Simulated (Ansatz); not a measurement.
Ta under changes of volume

One of the cells (18.819 Å³/atom); the others are scaled copies at fixed shape and fractional positions:

```
CELL_PARAMETERS angstrom
2.90037 0.00000 0.00000
-1.45019 2.51180 0.00000
0.00000 0.00000 5.16627
ATOMIC_POSITIONS crystal
Ta 0.33333 0.66667 0.25000
Ta 0.66667 0.33333 0.75000
```

This isn't the form of Ta at room conditions, which is bcc.

```yaml
Program: Ansatz 0.2.0
Functional: PBEsol
Potentials_or_basis: Ansatz PAW
Cutoff: "420 eV (not typed: the program's choice for these potentials)"
k_mesh: 11 × 11 × 5
Occupations: fermi-dirac, width 0.05 eV
Spin: no spin polarisation
```

| volume (Å³/atom) | energy over the lowest point (meV/atom) | pressure (GPa) |
| --- | --- | --- |
| 17.689 | 5.88 | 4.9 |
| 18.066 | 0.00 | 0.4 |
| 18.442 | 4.15 | -3.7 |
| 18.819 | 17.36 | -7.3 |
| 19.195 | 38.75 | -10.6 |
| 19.571 | 67.53 | -13.6 |
| 19.948 | ? | ? |

Q: What does the run at 19.948 Å³/atom give?

A: Energy over the lowest point 102.97 meV/atom; pressure -16.3 GPa.

Worked out: A Birch-Murnaghan fit of order 3 (a polynomial in V^(-2/3)) to the other rows has its minimum at 18.09 Å³/atom with B0 = V·E''(V) = 203 GPa and B' = 3.8 at fixed shape and positions, which overstates the stiffness. It gives 103.12 meV/atom at 19.948 Å³/atom, against the run's 102.97, and -dE/dV = -16.5 GPa, against -16.3.

Energies are extrapolated to zero smearing.

Caveats: the PAW data sets come from PBE, with cores solved anew for the run's functional, which leaves a small shift of forces and pressure.
